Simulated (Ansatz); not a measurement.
TiNi:

```
Ni Ti
1.0
     2.73580    0.00000    0.00000
     0.00000    2.73580    0.00000
     0.00000    0.00000    3.58141
Ni Ti
1 1
Direct
  0.00000 0.00000 0.00000
  0.50000 0.50000 0.50000
```

The cell comes from a database or a generator and needn't be the stable form of this composition.

Base run:

* Program: Ansatz 0.2.0
* Functional: PBEsol
* Potentials or basis: all-electron LAPW, scalar-relativistic
* Cutoff: 269 eV (chosen from the basis error)
* Basis error allowed: 0.001 eV/atom
* k mesh: 10 × 10 × 8
* Occupations: fermi-dirac, width 0.05 eV
* Spin: collinear spin, ferromagnetic start
* Starting moments: [1.0, 1.0] μB
* Hubbard terms: Ni d U = 4 eV, Ti d U = 4 eV

Its results: band gap on the k mesh none (metal or under the smearing width); pressure 6.5 GPa; net moment 1.76 μB per cell.

**Question.** The run is repeated on the same cell with these changes: hubbard terms from Ni d U = 4 eV, Ti d U = 4 eV to none. What comes out?

**Answer.** Band gap on the k mesh none (metal or under the smearing width); pressure -6.3 GPa; net moment 0.00 μB per cell.

Caveats: the magnetic state may not be the lowest (some runs); U is the effective U less J, on atomic orbitals that reach past the spheres (some runs); the U is typed as a test and isn't derived for this compound (some runs); the starting moments weren't kept (some runs).
